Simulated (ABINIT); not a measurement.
# Sb (P2_1/m) in ABINIT: reference runs

Reference runs on Sb: the cell as given and a disturbed copy.

Program: ABINIT 10.8.3 (patched build). These are calculated values, not measurements. Logs are shortened: lines on timing, memory, paths and dates and some standing lists are left out, and cuts for length are marked. The log counts tension as positive stress, the text compression.

## 1. The crystal as given

It takes space group P2_1/m (No. 11, monoclinic). Conventional cell: a = 3.122 Å, b = 4.348 Å, c = 4.406 Å, α = 90.00°, β = 90.51°, γ = 90.00°. Sb (site symmetry m) is surrounded by 6 Sb at 3.04 to 3.15 Å.

This isn't the form of Sb at room conditions, which is rhombohedral.

## 2. Single point, PBEsol

File run.abi:

```
# Pseudopotentials
pp_dirpath "./"
pseudos "Sb.GGA_PBE-JTH.xml"

# Structure
acell 3.122402 4.347518 4.4060238564 Angstrom
rprim
     1.0000000000     0.0000000000     0.0000000000
     0.0000000000     1.0000000000     0.0000000000
    -0.0088322263     0.0000000000     0.9999609951
ntypat 1
znucl 51
natom 2
typat 1 1
xred
     0.0113890000     0.2500000000     0.2411660000
     0.9886110000     0.7500000000     0.7588340000
chkprim 0
chksymtnons 0
tolsym 1.0e-6

# Plane-wave basis
ecut 16.0
pawecutdg 32.0
pawxcdev 0

# k points
kptopt 1
ngkpt 9 6 6
nshiftk 1
shiftk 0.0 0.0 0.0

# Exchange and correlation
ixc -116133

# Bands and occupations
nband 19
occopt 3
tsmear 0.00183747

# SCF cycle
nstep 100
tolvrs 1.0e-9

# Output
iomode 3
prtwf 0
prtden 0
prteig 0
prtebands 0
enunit 1
```

Potentials or basis: JTH PAW PBE v2.0.

Launch:

```bash
> abinit run.abi > log 2>&1
```

run.abo:

```text
.Version 10.8.3 of ABINIT
 Symmetries : space group P2_1/m (# 11); Bravais mP (primitive monocl.)
================================================================================
 Values of the parameters that define the memory need of the present run
     intxc =       0    ionmov =       0      iscf =      17    lmnmax =      18
     lnmax =       6     mgfft =      30  mpssoang =       3    mqgrid =    3001
     natom =       2  nloc_mem =       2    nspden =       1   nspinor =       1
    nsppol =       1      nsym =       4    n1xccc =       1    ntypat =       1
    occopt =       3   xclevel =       2
       mpw =        1253          nfft =       21600          nkpt =         112
 PAW method is used; the additional fine FFT grid is defined by:
   mgfftf=        45    nfftf =     64800
================================================================================
================================================================================

--------------------------------------------------------------------------------
------------- Echo of variables that govern the present computation ------------
--------------------------------------------------------------------------------
 -outvars: echo values of preprocessed input variables --------
            acell      5.9004846350E+00  8.2156183475E+00  8.3261783928E+00 Bohr
              amu      1.21753000E+02
          chkprim           0
      chksymtnons           0
             ecut      1.60000000E+01 Hartree
           enunit           1
                       outvar_i_n : Printing only first  50 k-points.
              ixc     -116133
                       outvar_i_n : Printing only first  50 k-points.
         kptrlatt        9    0    0      0    6    0      0    0    6
          kptrlen      4.92937101E+01
            natom           2
            nband          19
            ngfft          24      30      30
          ngfftdg          32      45      45
             nkpt         112
            nstep         100
             nsym           4
           ntypat           1
                       prtocc : prtvol=0, do not print more k-points.
           occopt           3
        pawecutdg      3.20000000E+01 Hartree
         pawxcdev           0
           prtden           0
        prtebands           0
           prteig           0
            prtwf           0
            rprim      1.0000000000E+00  0.0000000000E+00  0.0000000000E+00
                       0.0000000000E+00  1.0000000000E+00  0.0000000000E+00
                      -8.8322263000E-03  0.0000000000E+00  9.9996099510E-01
          spgroup          11
           tolsym      1.00000000E-06
           tolvrs      1.00000000E-09
           tsmear      1.83747000E-03 Hartree
            typat      1  1
           useylm           1
                       outvars : Printing only first  50 k-points.
           xangst      2.6176061540E-02  1.0868795000E+00  1.0625417034E+00
                       3.0573109387E+00  3.2606385000E+00  3.3433102965E+00
            xcart      4.9465587366E-02  2.0539045869E+00  2.0079128168E+00
                       5.7774803558E+00  6.1617137606E+00  6.3179408143E+00
             xred      1.1389000000E-02  2.5000000000E-01  2.4116600000E-01
                       9.8861100000E-01  7.5000000000E-01  7.5883400000E-01
            znucl       51.00000

================================================================================

 chkinp: Checking input parameters for consistency.

================================================================================
== DATASET  1 ==================================================================

--- !DatasetInfo
iteration_state: {dtset: 1, }
dimensions: {natom: 2, nkpt: 112, mband: 19, nsppol: 1, nspinor: 1, nspden: 1, mpw: 1253, }
cutoff_energies: {ecut:  16.0, pawecutdg:  32.0, }
electrons: {nelect:   3.00000000E+01, charge:   0.00000000E+00, occopt:   3.00000000E+00, tsmear:   1.83747000E-03, }
meta: {optdriver: 0, ionmov: 0, optcell: 0, iscf: 17, paral_kgb: 0, }
...

 Real(R)+Recip(G) space primitive vectors, cartesian coordinates (Bohr,Bohr^-1):
 R(1)=  5.9004846  0.0000000  0.0000000  G(1)=  0.1694776  0.0000000  0.0014969
 R(2)=  0.0000000  8.2156183  0.0000000  G(2)=  0.0000000  0.1217194  0.0000000
 R(3)= -0.0735387  0.0000000  8.3258536  G(3)=  0.0000000  0.0000000  0.1201078
 Unit cell volume ucvol=  4.0360516E+02 bohr^3
 Angles (23,13,12)=  9.00000000E+01  9.05060559E+01  9.00000000E+01 degrees

 Coarse grid specifications (used for wave-functions):

 getcut: wavevector=  0.0000  0.0000  0.0000  ngfft=  24  30  30
         ecut(hartree)=     16.000   => boxcut(ratio)=   2.00109

 Fine grid specifications (used for densities):

 getcut: wavevector=  0.0000  0.0000  0.0000  ngfft=  32  45  45
         ecut(hartree)=     32.000   => boxcut(ratio)=   2.07531

--- Pseudopotential description ------------------------------------------------
- pspini: atom type   1  psp file is ./Sb.GGA_PBE-JTH.xml
 Pseudopotential format is: paw10
 basis_size (lnmax)=  6 (lmn_size= 18), orbitals=   0   0   1   1   2   2
 Spheres core radius: rc_sph= 2.40089151
 Shapefunction is BESSEL type: shapef(r,l)=aa(1,l)*jl(q(1,l)*r)+aa(2,l)*jl(q(2,l)*r)
 Radius for shape functions =  2.00542650
 Compensation charge density is not taken into account in XC energy/potential

   1.53505782E+03                                ecore*ucvol(ha*bohr**3)
--------------------------------------------------------------------------------

[... 7 lines left out ...]

     iter   Etot(hartree)      deltaE(h)  residm     nres2
 ETOT  1  -164.23332297977    -1.642E+02 1.673E+01 5.427E-01
 ETOT  2  -165.22421617952    -9.909E-01 5.261E-02 1.841E-01
 ETOT  3  -165.22414834979     6.783E-05 3.412E-02 4.797E-02
 ETOT  4  -165.22395828560     1.901E-04 1.234E-03 2.175E-03
 ETOT  5  -165.22395263762     5.648E-06 1.139E-03 1.868E-04
 ETOT  6  -165.22395384701    -1.209E-06 2.931E-04 5.624E-06
 ETOT  7  -165.22395388119    -3.419E-08 1.933E-04 8.345E-07
 ETOT  8  -165.22395388674    -5.551E-09 1.610E-04 5.947E-08
 ETOT  9  -165.22395388723    -4.884E-10 1.781E-04 1.253E-08
 ETOT 10  -165.22395388719     3.939E-11 1.403E-04 3.523E-10

 At SCF step   10       nres2   =  3.52E-10 < tolvrs=  1.00E-09 =>converged.

 Cartesian components of stress tensor (hartree/bohr^3)
  sigma(1 1)=  6.74455308E-05  sigma(3 2)=  0.00000000E+00
  sigma(2 2)=  8.76789063E-05  sigma(3 1)= -2.71316769E-06
  sigma(3 3)=  7.89638510E-05  sigma(2 1)=  0.00000000E+00

--- !ResultsGS
iteration_state: {dtset: 1, }
comment   : Summary of ground state results
lattice_vectors:
- [  5.9004846,   0.0000000,   0.0000000, ]
- [  0.0000000,   8.2156183,   0.0000000, ]
- [ -0.0735387,   0.0000000,   8.3258536, ]
lattice_lengths: [   5.90048,    8.21562,    8.32618, ]
lattice_angles: [ 90.000,  90.506,  90.000, ] # degrees, (23, 13, 12)
lattice_volume:   4.0360516E+02
convergence: {deltae:  3.939E-11, res2:  3.523E-10, residm:  1.403E-04, diffor: null, }
etotal    :  -1.65223954E+02
entropy   :   0.00000000E+00
fermie    :   2.46012669E-01
cartesian_stress_tensor: # hartree/bohr^3
- [  6.74455308E-05,   0.00000000E+00,  -2.71316769E-06, ]
- [  0.00000000E+00,   8.76789063E-05,   0.00000000E+00, ]
- [ -2.71316769E-06,   0.00000000E+00,   7.89638510E-05, ]
pressure_GPa:  -2.2957E+00
xred      :
- [  1.1389E-02,   2.5000E-01,   2.4117E-01, Sb]
- [  9.8861E-01,   7.5000E-01,   7.5883E-01, Sb]
cartesian_forces: # hartree/bohr
- [ -5.67069850E-04,  -0.00000000E+00,   6.51525405E-04, ]
- [  5.67069850E-04,  -0.00000000E+00,  -6.51525405E-04, ]
force_length_stats: {min:   8.63743925E-04, max:   8.63743925E-04, mean:   8.63743925E-04, }
...

 Integrated electronic density in atomic spheres:
 ------------------------------------------------
 Atom  Sphere_radius  Integrated_density
    1        2.40089         12.39881484
    2        2.40089         12.39881484

================================================================================

 ----iterations are completed or convergence reached----

 Mean square residual over all n,k,spin=   17.741E-08; max=  14.028E-05
 reduced coordinates (array xred) for    2 atoms
       0.011389000000      0.250000000000      0.241166000000
       0.988611000000      0.750000000000      0.758834000000
 rms dE/dt=  3.7002E-03; max dE/dt=  5.4662E-03; dE/dt below (all hartree)
    1       0.003345986938      0.000000000000     -0.005466206734
    2      -0.003345986938      0.000000000000      0.005466206734

 cartesian coordinates (angstrom) at end:
    1      0.02617606154035     1.08687950000000     1.06254170340308
    2      3.05731093867673     3.26063850000000     3.34331029647700

 cartesian forces (hartree/bohr) at end:
    1     -0.00056706985027    -0.00000000000000     0.00065152540505
    2      0.00056706985027    -0.00000000000000    -0.00065152540505
 frms,max,avg= 4.9868279E-04 6.5152541E-04   0.000E+00  0.000E+00  0.000E+00 h/b

 cartesian forces (eV/Angstrom) at end:
    1     -0.02915990412395    -0.00000000000000     0.03350278336360
    2      0.02915990412395    -0.00000000000000    -0.03350278336360
 frms,max,avg= 2.5643300E-02 3.3502783E-02   0.000E+00  0.000E+00  0.000E+00 e/A
 length scales=  5.900484634987  8.215618347454  8.326178392812 bohr
              =  3.122402000000  4.347518000000  4.406023856400 angstroms
 Fermi (or HOMO) energy (eV) =   6.69435   Average Vxc (eV)=  -9.42699
 Eigenvalues (   eV  ) for nkpt= 112  k points:
 kpt#   1, nband= 19, wtk=  0.00309, kpt=  0.0000  0.0000  0.0000 (reduced coord)
 -22.51718  -22.50844  -22.44160  -22.42114  -22.38211  -22.38077  -22.33990  -22.33901
 -22.33699  -22.26007   -5.82128   -0.75453    3.00089    3.13339    8.66788    9.65617
   9.88219   10.01211   13.38205
 prteigrs : prtvol=0 or 1, do not print more k-points.

--- !EnergyTerms
iteration_state     : {dtset: 1, }
comment             : Components of total free energy in Hartree
kinetic             :  8.23898843867150E+00
hartree             :  4.69605944426639E+01
xc                  : -4.68152705903919E+00
Ewald energy        : -1.08799497544696E+02
psp_core            :  3.80336519723160E+00
local_psp           : -1.42393721211164E+02
PAW spherical_terms :  3.16483147349886E+01
internal            : -1.65223483001344E+02
'-kT*entropy'       : -4.76424324599393E-04
total_energy        : -1.65223959425668E+02
total_energy_eV     : -4.49597297702216E+03
...

--- !EnergyTermsDC
iteration_state     : {dtset: 1, }
comment             : '"Double-counting" decomposition of free energy'
band_energy         : -1.59430133017004E+01
Ewald energy        : -1.08799497544696E+02
psp_core            :  3.80336519723160E+00
xc_dc               : -4.63046879571822E+01
PAW spherical_terms :  2.02035614347782E+00
internal            : -1.65223477462869E+02
'-kT*entropy'       : -4.76424324599393E-04
total_energy_dc     : -1.65223953887193E+02
total_energy_dc_eV  : -4.49597282631258E+03
...

--- !EnergyTermsWithPAWCore
iteration_state     : {dtset: 1, }
comment             : 'Components of total free energy, including PAW core contributions'
Total energy        : -1.29576059212946E+04
Total energy DC     : -1.29576059157561E+04
Total energy (eV)   : -3.52594419547558E+05
Total energy DC (eV): -3.52594419396849E+05
...

 Cartesian components of stress tensor (hartree/bohr^3)
  sigma(1 1)=  6.74455308E-05  sigma(3 2)=  0.00000000E+00
  sigma(2 2)=  8.76789063E-05  sigma(3 1)= -2.71316769E-06
  sigma(3 3)=  7.89638510E-05  sigma(2 1)=  0.00000000E+00

-Cartesian components of stress tensor (GPa)         [Pressure= -2.2957E+00 GPa]
- sigma(1 1)=  1.98431602E+00  sigma(3 2)=  0.00000000E+00
- sigma(2 2)=  2.57960248E+00  sigma(3 1)= -7.98241493E-02
- sigma(3 3)=  2.32319670E+00  sigma(2 1)=  0.00000000E+00

== END DATASET(S) ==============================================================
================================================================================

 -outvars: echo values of variables after computation  --------
            acell      5.9004846350E+00  8.2156183475E+00  8.3261783928E+00 Bohr
           etotal     -1.6522395389E+02
            fcart     -5.6706985027E-04 -0.0000000000E+00  6.5152540505E-04
                       5.6706985027E-04 -0.0000000000E+00 -6.5152540505E-04
            rprim      1.0000000000E+00  0.0000000000E+00  0.0000000000E+00
                       0.0000000000E+00  1.0000000000E+00  0.0000000000E+00
                      -8.8322263000E-03  0.0000000000E+00  9.9996099510E-01
           strten      6.7445530777E-05  8.7678906288E-05  7.8963851018E-05
                       0.0000000000E+00 -2.7131676887E-06  0.0000000000E+00
           xangst      2.6176061540E-02  1.0868795000E+00  1.0625417034E+00
                       3.0573109387E+00  3.2606385000E+00  3.3433102965E+00
             xred      1.1389000000E-02  2.5000000000E-01  2.4116600000E-01
                       9.8861100000E-01  7.5000000000E-01  7.5883400000E-01
 Calculation completed.
```

It took 63 s on 1 thread of Arm Neoverse V2, shared host; peak memory 0.17 GiB.

Results:

- Free energy: -4495.9728 eV
- Pressure: -2.3 GPa
- Largest force: 0.044 eV/Å
- Band gap on the k mesh: none (metal or under the smearing width)
- Valence electrons inside the program's atomic spheres: Sb 12.40 (radii [1.2705] Å)

Forces on the atoms (eV/Å):
```
Sb  -0.029  0.000  0.034
Sb   0.029  0.000 -0.034
```

Stress tensor (GPa, compression positive):
```
-1.98  0.00  0.08
 0.00 -2.58  0.00
 0.08  0.00 -2.32
```

Caveat: the PAW data sets were made with another functional, which shifts forces and pressure a little. Spin-orbit coupling is left out, which matters for the levels of Sb.

## 3. Equation of state, PBEsol

File run.abi:

```
ndtset 7
getwfk -1
scalecart1 3*0.9795861087
scalecart2 3*0.9864848297
scalecart3 3*0.9932883884
scalecart4 3*1.0000000000
scalecart5 3*1.0066227096
scalecart6 3*1.0131594038
scalecart7 3*1.0196128224

pp_dirpath "./"
pseudos "Sb.GGA_PBE-JTH.xml"

acell 3*1.0 Angstrom
rprim
     3.1224020000     0.0000000000     0.0000000000
     0.0000000000     4.3475180000     0.0000000000
    -0.0389150000     0.0000000000     4.4058520000
ntypat 1
znucl 51
natom 2
typat 1 1
xred
     0.0113890000     0.2500000000     0.2411660000
     0.9886110000     0.7500000000     0.7588340000
chkprim 0
chksymtnons 0
tolsym 1.0e-6

ecut 16.0
pawecutdg 32.0
pawxcdev 0

kptopt 1
ngkpt 9 6 6
nshiftk 1
shiftk 0.0 0.0 0.0

ixc -116133

nband 19
occopt 3
tsmear 0.00183747

nstep 100
tolvrs 1.0e-9

iomode 3
prtwf 1
prtden 0
prteig 0
prtebands 0
enunit 2
```

Potentials or basis: JTH PAW PBE v2.0.

Launch:

```bash
> abinit run.abi > log 2>&1
```

Run time: 6.6 min. Hardware: 1 thread of Arm Neoverse V2, shared host; peak memory 0.21 GiB.

It converged, with:

```
Equilibrium volume                        : 28.75 Å³/atom
Bulk modulus at fixed shape and positions : 61 GPa
Pressure derivative of the bulk modulus   : 4.5
```

Energy against volume, from the lowest point:
```csv
volume (Å³/atom),energy (meV/atom)
28.110,2.80
28.708,0.00
29.306,1.96
29.904,8.13
30.502,18.09
31.100,31.41
31.698,47.71
```

Caveat: pressures at fixed basis lie under the slope of the energies; the cell was scaled at fixed shape and fractional positions, which overstates the stiffness of a crystal with free parameters, most of all of layers and chains; the PAW data sets were made with another functional, which shifts forces and pressure a little. The run has no spin-orbit coupling, so splittings on Sb are missing.

(Part 1 of 2 ends here.)
